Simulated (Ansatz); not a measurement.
This Ansatz 0.2.0 run on InSe needs a look.

input.yaml

```yaml
crystal:
  lattice:
    - [2.0, 1.1547005384, 8.44]
    - [-2.0, 1.1547005384, 8.44]
    - [0.0, -2.3094010768, 8.44]
  atoms:
    - { symbol: In, position: [0.8886, 0.8886, 0.8886] }
    - { symbol: In, position: [0.0, 0.0, 0.0] }
    - { symbol: Se, position: [0.1719, 0.1719, 0.1719] }
    - { symbol: Se, position: [0.3835, 0.3835, 0.3835] }
hamiltonian:
  xc: lda
  pseudopotentials: { kind: paw }
kpoints:
  mp_grid: { grid: [8, 8, 8] }
scf:
  occupations: { method: fermi_dirac, width: 0.05 }
  max_iter: 50
output:
  forces: true
  stress: true
  eigenvalues: true
relax:
  f_tol: 0.01
  max_steps: 40
  cell: { stress_tol: 0.05 }
basis:
  ecutwfc: "120 eV"
```

Potentials or basis: Ansatz PAW.

Command:

```sh
$ ansatz run input.yaml --threads 2 --pin off --max-ram 5632MiB --backend cpu --events-out ev --progress --plain --runs-dir out
```

Output:

```text
Warning: basis.ecutwfc = 120 eV is below the records' recommended 420 eV, and the density's cutoff is lower with it unless basis.ecutrho_ratio is high enough to keep the records' density cutoff: compare with a run at a higher cutoff
Warning: RAYON_NUM_THREADS=2 ignored (pool sized by the plan → 2); use --threads N
The last accepted step is kept in <dir> (removed where the run ends without a failure and the disk answers)
basis.fft_grid_basis auto: the FFT boxes are laid along the combinations [[1, 0, -1], [0, 1, -1], [0, 0, 1]] of the cell's own vectors, 4.000, 4.000 and 8.750 Å long. The dense box has 15×15×32 points. Along the cell's own vectors, as sized, it would have 32×32×32, 4.55 times as many. Of the 6 symmetry operations that the crystal satisfies within crystal.symmetry.tolerance (time reversal apart; of a slab, those that keep its plane) the dense box along the cell's own vectors carries 6, and the one as laid loses 4 of those. basis.fft_grid_basis: typed keeps the cell's own vectors: state it where this run's energies or levels are differenced outside the engine with another run's, or held beside a run that keeps those vectors.
Engine: ansatz 0.2.0, x86_64-unknown-linux-gnu
Pseudopotentials: kind: paw
Pseudopotential: In, paw, valence charge 13, recommended cutoff 420 eV (normal), In.paw.azcp
Pseudopotential: Se, paw, valence charge 16, recommended cutoff 420 eV (normal), Se.paw.azcp
[... 548 lines left out ...]
  cell:  # Å, volume = 118.8976 Å³
    - [2.0454829673525303, 1.180960141823779, 8.203338031920582]
    - [-2.0454829673525303, 1.180960141823779, 8.203338031920582]
    - [-5.137461700037172e-31, -2.361920283647556, 8.203338031920582]
  atoms:
    - { symbol: In, position: [0.8756980070503863, 0.8756980070503863, 0.875698007050386] }
    - { symbol: In, position: [0.012628968720907342, 0.012628968720907342, 0.012628968720907355] }
    - { symbol: Se, position: [0.180096014355577, 0.180096014355577, 0.18009601435557704] }
    - { symbol: Se, position: [0.37557700987312936, 0.37557700987312936, 0.3755770098731293] }
variable-cell relaxation did not converge after 41 `relax_step` rows, as none of its last 7 fresh-basis SCF(s) at a relaxed cell met both thresholds with a finite energy. The last misses `relax.f_tol` and `relax.cell.stress_tol`: largest allowed force component 8.53e-2 eV/Å (`relax.f_tol` 1.00e-2 eV/Å), stress off the target on the free part of the cell 2.01e0 GPa (`relax.cell.stress_tol` 5.00e-2 GPa), F+E_penalty+E_count -21294.72125743 eV. The closest is row 41, whose structure comes with this error. Larger ratio of force or stress to its threshold at each such SCF whose figures are numbers:
```

Q: How did it end, and where is the flaw?

A: The run did not converge. The input holds a flaw that was put in on purpose: a cutoff far too low (basis.ecutwfc = 120 eV).
